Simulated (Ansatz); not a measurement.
# BaTiO3 (P4mm) in Ansatz: reference runs

Aim: a first look at BaTiO3 with PBE, on the cell as given and on a disturbed one.

All numbers are computed with Ansatz 0.2.0; they aren't measurements. Logs are shortened: lines on timing, memory, paths and dates and some standing lists are left out, and cuts for length are marked.

## Step 1: The crystal as given

The structure is tetragonal, space group P4mm (No. 99). Conventional cell: a = 4.000 Å, b = 4.000 Å, c = 4.018 Å, α = 90.00°, β = 90.00°, γ = 90.00°. Around Ba (site symmetry 4mm) lie 12 O at 2.79 to 2.88 Å. Ti (site symmetry 4mm) is surrounded by 6 O at 1.89 to 2.13 Å. O (site symmetry 2mm) has 2 Ti at 2.00 Å as nearest neighbours. Around O (site symmetry 4mm) lie 2 Ti at 1.89 to 2.13 Å.

## Step 2: Single point, PBE

input.yaml reads:

```yaml
crystal:
  lattice:
    - [3.9998, 0.0, 0.0]
    - [0.0, 3.9998, 0.0]
    - [0.0, 0.0, 4.018]
  atoms:
    - { symbol: Ba, position: [0.0, 0.0, 0.0] }
    - { symbol: Ti, position: [0.5, 0.5, 0.49] }
    - { symbol: O, position: [0.0, 0.5, 0.517] }
    - { symbol: O, position: [0.5, 0.0, 0.517] }
    - { symbol: O, position: [0.5, 0.5, 0.019] }
hamiltonian:
  xc: pbe
  pseudopotentials: { kind: paw }
kpoints:
  mp_grid: { grid: [7, 7, 7] }
scf:
  occupations: { method: fermi_dirac, width: 0.05 }
output:
  forces: true
  stress: true
  eigenvalues: true
```

Potentials or basis: Ansatz PAW.

The run is started by

```bash
ansatz run input.yaml --threads 2 --pin off --max-ram 5120MiB --backend cpu --events-out ev --progress --plain --runs-dir out
```

The program printed:

```text
Warning: RAYON_NUM_THREADS=2 ignored (pool sized by the plan → 2); use --threads N
Engine: ansatz 0.2.0, x86_64-unknown-linux-gnu
Pseudopotentials: kind: paw
Pseudopotential: Ba, paw, valence charge 10, recommended cutoff 420 eV (normal), Ba.paw.azcp
Pseudopotential: Ti, paw, valence charge 12, recommended cutoff 420 eV (normal), Ti.paw.azcp
Pseudopotential: O, paw, valence charge 6, recommended cutoff 420 eV (normal), O.paw.azcp
Functional definition: PBE
  parameter kappa = 0.804
  parameter beta = 0.06672455060314922
  exchange = pbe_x(kappa = kappa, mu = beta*pi^2/3)
  correlation = pbe_c(beta = beta)
Crystal: 5 atoms, lattice volume = 64.282 Å³
Basis set: ecut = 420 eV, 1237 PW (Γ), exchange–correlation on 54×54×54 points (8 copies of the dense FFT grid, shifted against one another)
Bands: 25, of which v1, the nominal top of the filled ones, is band 20 counted from 1 (19 counted from 0)
Symmetry: 8 space group operations
Space group: P4mm (ITA 99), of the structure as read, at distance tolerance 4.0e-5 Å
k-points: 40 of 343 (time reversal used)
Non-local potential: Ba, projectors of the file, l = 0: 3, l = 1: 2, l = 2: 2, l = 3: 2
Non-local potential: Ti, projectors of the file, l = 0: 3, l = 1: 2, l = 2: 3, l = 3: 1
Non-local potential: O, projectors of the file, l = 0: 2, l = 1: 2, l = 2: 1
PAW form: soft (Blöchl's): semilocal exchange-correlation on the pseudo side does not see the compensation charge
PAW one-centre angular grid: Ba, 194 points (default); XC on 64 Gauss nodes
PAW one-centre angular grid: Ti, 590 points (default); XC on 64 Gauss nodes
PAW one-centre angular grid: O, 110 points (default); XC on 64 Gauss nodes
Initial density: superposition of atomic densities (neutral atoms: chi_scale 0, normalization atom), corrected by the library's trained network
Initial wavefunctions: pseudopotential atomic-orbital guess
Functional: x = pbe(κ = 0.804, μ = 0.2195149727645171), c = pbe(β = 0.06672455060314922)
SCF iter   1: F=—  HF=-10159.578074 eV  |F-HF|=—  |Δ(HF+E_count)|=         —  Δρ=1.60e-3  dr2=1.00e-3  ethr=1.77e-3  ⟨swp⟩=6.0  Hψ=4985  notcnv=0
preconditioner: auto → Resta (q_TF=auto, 2.521 Å⁻¹)  ε∞=5.9  [insulator: Δε(μ)=1.913 eV  Ē_g=11.890 eV  σ=0.050 eV  W_gap=1.00  n_scr=18 (ndim 8)  ℏωp=26.2 eV  f_vac=0.000  D(μ)=0.00/eV (n_scr^D=0)  ε∞_Penn≈5.9]
SCF iter   2: F=—  HF=-10159.578373 eV  |F-HF|=—  |Δ(HF+E_count)|=   2.99e-4  Δρ=7.82e-4  dr2=2.58e-4  ethr=2.51e-6  ⟨swp⟩=2.0  Hψ=2010  notcnv=0
SCF iter   3: F=—  HF=-10159.578514 eV  |F-HF|=—  |Δ(HF+E_count)|=   1.41e-4  Δρ=1.09e-4  dr2=1.36e-5  ethr=6.46e-7  ⟨swp⟩=2.5  Hψ=1441  notcnv=0
SCF iter   4: F=—  HF=-10159.577783 eV  |F-HF|=—  |Δ(HF+E_count)|=   7.30e-4  Δρ=5.20e-5  dr2=1.79e-6  ethr=3.41e-8  ⟨swp⟩=2.1  Hψ=1744  notcnv=0
SCF iter   5: F=—  HF=-10159.577783 eV  |F-HF|=—  |Δ(HF+E_count)|=   2.08e-9  Δρ=1.76e-5  dr2=1.28e-7  ethr=4.47e-9  ⟨swp⟩=2.3  Hψ=1691  notcnv=0
SCF iter   6: F=-10159.577783 eV  HF=-10159.577783 eV  |F-HF|=1.49e-9  |Δ(HF+E_count)|=   2.34e-9  Δρ=3.72e-6  dr2=5.60e-9  ethr=2.50e-10  ⟨swp⟩=7.5  Hψ=4520  notcnv=0
SCF 1 converged in 6 iterations: F = -10159.577783 eV  dr2 = 5.60e-9
SCF converged after 6 iterations
Free energy (F): -10159.577783 eV
Harris-Foulkes:  -10159.577783 eV  (|F-HF|=1.49e-9)
Internal energy: -10159.577783 eV  (E = F + TS)
E sigma→0 (E₀):  -10159.577783 eV
Fermi energy:    11.234208 eV
--- Per-component energies (eV) ---
  E_band       = -141.291161
  E_kinetic    = 970.190848
  E_local      = -2101.873078  (includes V_loc(G=0)·N_el)
  E_nonlocal   = 203.560404
  E_hartree    = 821.009162
  E_xc         = -491.545766
  E_vxc        = -546.243516  (∫ρ·V_xc dr)
  E_paw        = -6744.548831  (= ΣΔE_a)
  E_vpaw       = -308.952331  (= ΣTr[D̂ρ^β])
  E_aug_tail   = 0.007416  (compensation charges beyond the density's cutoff)
  E_ewald      = -2816.377938
  E_smearing   = -0.000000  (= −TS)
  E_closure    = -0.000000  (closes the sum)
  Σ components = -10159.577783   (vs F -10159.577783, Δ=0.00e0)
--- Forces (eV/Å), atoms counted from 1 ---
  atom   1  Ba     0.00000000     0.00000000     0.04206702
  atom   2  Ti    -0.00000000     0.00000000    -0.14832535
  atom   3  O     -0.00000000    -0.00000000    -0.10217860
  atom   4  O     -0.00000000     0.00000000    -0.10217860
  atom   5  O      0.00000000     0.00000000     0.31061428
  max |Σ_I F_I| component: 1.25e-6 eV/Å
--- Stress (GPa, compression-positive) ---
        2.134689       0.000000       0.000000
        0.000000       2.134689       0.000000
        0.000000       0.000000       3.015330
  P = ⅓ Tr σ = 2.4282 GPa (24.282 kbar)
--- Band table (eV; the first three rows and the last of 40) ---
  k-point 0: bands = ["-46.2072", "-22.4592", "-22.4287", "-22.4287", "-14.3772", "-6.5688", "-5.9270", "-5.8692", "0.4302", "0.4302", "0.4322", "8.0018", "8.0141", "8.0141", "9.0602", "9.0602", "9.1493", "10.0357", "10.0503", "10.0503", "12.1383", "12.3492", "12.3492", "14.3310", "14.4273"]
  k-point 1: bands = ["-46.2070", "-22.4686", "-22.4284", "-22.4284", "-14.3556", "-6.5728", "-5.9194", "-5.8633", "0.4599", "0.4599", "0.5129", "7.6628", "7.9562", "7.9562", "8.8583", "8.8583", "8.9891", "9.6051", "9.9610", "9.9610", "12.1615", "12.6825", "12.6825", "14.3302", "14.9234"]
  k-point 2: bands = ["-46.2067", "-22.4897", "-22.4275", "-22.4275", "-14.3061", "-6.6507", "-5.8499", "-5.8204", "0.5286", "0.5286", "0.6922", "6.9294", "7.7767", "7.7767", "8.5487", "8.5487", "8.6695", "8.9003", "9.7821", "9.7821", "12.2149", "13.3418", "13.3418", "14.3302", "15.7578"]
  k-point 39: bands = ["-46.2048", "-22.5008", "-22.4725", "-22.4725", "-14.1231", "-5.7941", "-5.6964", "-5.6625", "-0.2200", "-0.2101", "-0.0998", "5.9663", "6.5810", "6.6057", "7.7366", "7.9105", "7.9293", "10.0865", "10.1150", "10.2075", "14.4091", "14.4175", "14.4278", "17.0731", "17.2971"]
```

It took 3.5 s on 2 threads of Intel Xeon at 2.70GHz, shared host; peak memory 0.43 GiB.

What came out:

- Free energy: -10159.5778 eV
- Pressure: 2.4 GPa
- Largest force: 0.311 eV/Å
- Band gap on the k mesh: 1.93 eV, indirect (least direct gap 2.09 eV)

Forces on the atoms (eV/Å):
```
Ba   0.000  0.000  0.042
Ti   0.000  0.000 -0.148
O    0.000  0.000 -0.102
O    0.000  0.000 -0.102
O    0.000  0.000  0.311
```

Stress tensor (GPa, compression positive):
```
2.13 0.00 0.00
0.00 2.13 0.00
0.00 0.00 3.02
```

Caveat: odd divisions of the mesh miss points on the zone boundary, where band edges often lie, so the gap on the mesh can be too wide; the pressure holds a Pulay correction of +0.5 GPa for the finite cutoff; spin-orbit coupling is left out, which moves the levels of the heavy elements. A hybrid or GW would open this gap; PBE tends to underestimate it.

## Step 3: Single point, PBE (atoms moved at random, drawn with an rms of 0.05 Å)

input.yaml reads:

```yaml
crystal:
  lattice:
    - [3.9998, 0.0, 0.0]
    - [0.0, 3.9998, 0.0]
    - [0.0, 0.0, 4.018]
  atoms:
    - { symbol: Ba, position: [-0.009911, 0.015384, -0.003875] }
    - { symbol: Ti, position: [0.496885, 0.500345, 0.493381] }
    - { symbol: O, position: [-0.003691, 0.500451, 0.512552] }
    - { symbol: O, position: [0.51343, 0.000461, 0.52163] }
    - { symbol: O, position: [0.506482, 0.493038, 0.024633] }
hamiltonian:
  xc: pbe
  pseudopotentials: { kind: paw }
kpoints:
  mp_grid: { grid: [7, 7, 7] }
scf:
  occupations: { method: fermi_dirac, width: 0.05 }
output:
  forces: true
  stress: true
  eigenvalues: true
```

Potentials or basis: Ansatz PAW.

The run is started by

```bash
ansatz run input.yaml --threads 2 --pin off --max-ram 5120MiB --backend cpu --events-out ev --progress --plain --runs-dir out
```

Wall time 13 s (2 threads of Intel Xeon at 2.70GHz, shared host); peak memory 0.59 GiB.

The run converged. Its results:

- Free energy: -10159.5384 eV
- Pressure: 2.9 GPa
- Largest force: 0.510 eV/Å
- Band gap on the k mesh: 1.95 eV, indirect (least direct gap 2.09 eV)

Forces in eV/Å, atoms in the order of the input:
```
Ba   0.249 -0.387  0.221
Ti  -0.007  0.173 -0.287
O    0.450  0.058  0.081
O   -0.414 -0.051 -0.105
O   -0.277  0.207  0.090
```

Stress tensor (GPa, compression positive):
```
 2.72 -0.19  0.43
-0.19  2.33 -0.18
 0.43 -0.18  3.72
```

Levels at points of the mesh, in eV from the valence-band top:
| k point | band 18 | band 19 | band 20 | band 21 | band 22 | band 23 |
| --- | --- | --- | --- | --- | --- | --- |
| (0.00, 0.00, 0.00) | -0.22 | -0.18 | -0.15 | 1.95 | 2.11 | 2.19 |

Caveat: odd divisions of the mesh miss points on the zone boundary, where band edges often lie, so the gap on the mesh can be too wide; the pressure holds a Pulay correction of +0.5 GPa for the finite cutoff; spin-orbit coupling is left out, which moves the levels of the heavy elements.
